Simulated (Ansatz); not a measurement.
# Te2Mo: Electric field gradients

The cell is a Materials Project structure (computed, not necessarily an observed phase), taken as it stands.

```
Te Mo
1.0
     6.34645    0.00000    0.00000
     0.00000    3.49422    0.00000
    -0.54903    0.00000   14.85616
Te Mo
8 4
Direct
  0.41935 0.00000 0.90115
  0.58109 0.50000 0.09855
  0.90945 0.50000 0.86175
  0.09105 0.00000 0.13792
  0.43254 0.50000 0.63827
  0.56720 0.00000 0.36206
  0.93626 0.00000 0.59892
  0.06309 0.50000 0.40139
  0.81900 0.00000 0.99309
  0.18149 0.50000 0.00653
  0.67978 0.50000 0.49352
  0.31969 0.00000 0.50683
```

Atom numbers follow the list; atoms alike are taken as one site, whose name carries the number of the first.

Method: Kohn–Sham DFT in Ansatz, PBE, plane waves and PAW (field gradients read without the response of the frozen cores, which leaves them typically 4 to 6 % off), scalar-relativistic, 420 eV cutoff, Γ-centred 5×9×3 k-points, Fermi–Dirac smearing 0.05 eV.

Conventions: |V_zz| ≥ |V_yy| ≥ |V_xx|, η = (V_xx − V_yy)/V_zz, C_Q = eQV_zz/h. Directions are in the Cartesian axes of the cell vectors above, for the atom listed; none is given where the gradient is under 0.02 or η is above 0.95.

```json
{"site": "Te1", "first atom": "1", "first shell": "3 Mo at 2.82–2.84 Å", "V_zz (10²¹ V/m²)": "24.2", "η": "0.82", "direction of V_zz (x, y, z)": "0.00 1.00 0.00"}
{"site": "Te2", "first atom": "2", "first shell": "3 Mo at 2.82–2.84 Å", "V_zz (10²¹ V/m²)": "24.2", "η": "0.83", "direction of V_zz (x, y, z)": "0.00 1.00 0.00"}
{"site": "Te3", "first atom": "3", "first shell": "3 Mo at 2.70–2.71 Å", "V_zz (10²¹ V/m²)": "-18.11", "η": "0.54", "direction of V_zz (x, y, z)": "0.12 0.00 0.99"}
{"site": "Te5", "first atom": "5", "first shell": "3 Mo at 2.70–2.71 Å", "V_zz (10²¹ V/m²)": "-17.95", "η": "0.55", "direction of V_zz (x, y, z)": "-0.12 0.00 0.99"}
{"site": "Te7", "first atom": "7", "first shell": "3 Mo at 2.82–2.84 Å", "V_zz (10²¹ V/m²)": "24.1", "η": "0.82", "direction of V_zz (x, y, z)": "0.00 1.00 0.00"}
{"site": "Te8", "first atom": "8", "first shell": "3 Mo at 2.82–2.84 Å", "V_zz (10²¹ V/m²)": "24.2", "η": "0.83", "direction of V_zz (x, y, z)": "0.00 1.00 0.00"}
{"site": "Mo9", "first atom": "9", "first shell": "6 Te at 2.70–2.84 Å, 2 Mo at 2.89 Å", "V_zz (10²¹ V/m²)": "-7.06", "η": "0.95", "direction of V_zz (x, y, z)": "–"}
{"site": "Mo11", "first atom": "11", "first shell": "6 Te at 2.70–2.84 Å, 2 Mo at 2.89 Å", "V_zz (10²¹ V/m²)": "-7.08", "η": "0.94", "direction of V_zz (x, y, z)": "0.71 0.00 -0.70"}
{"site": "Mo12", "first atom": "12", "first shell": "6 Te at 2.70–2.84 Å, 2 Mo at 2.89 Å", "V_zz (10²¹ V/m²)": "-7.05", "η": "0.94", "direction of V_zz (x, y, z)": "0.71 0.00 -0.70"}
```

At Te3 and Te5 V_zz stands upright on the plane through its three neighbours (within 12°) in each case.

With no gap above 0.1 eV, as in a metal, the gradients converge slowly in k; expect changes of a tenth or more on a denser mesh. Without spin–orbit coupling the gradients at and beside Te can be off by some per cent, at some sites by more. Where η is near 1 the sign of V_zz means little.

The run took 2.3 min of wall time (2.3 min of CPU time) and 1.2 GiB at its peak, on 1 thread of Intel Xeon 6975P-C (Granite Rapids) (x86_64; 16 cores open to the job, memory cap 3.0 GiB, no GPU), a shared host with a load of 0.9 a core.
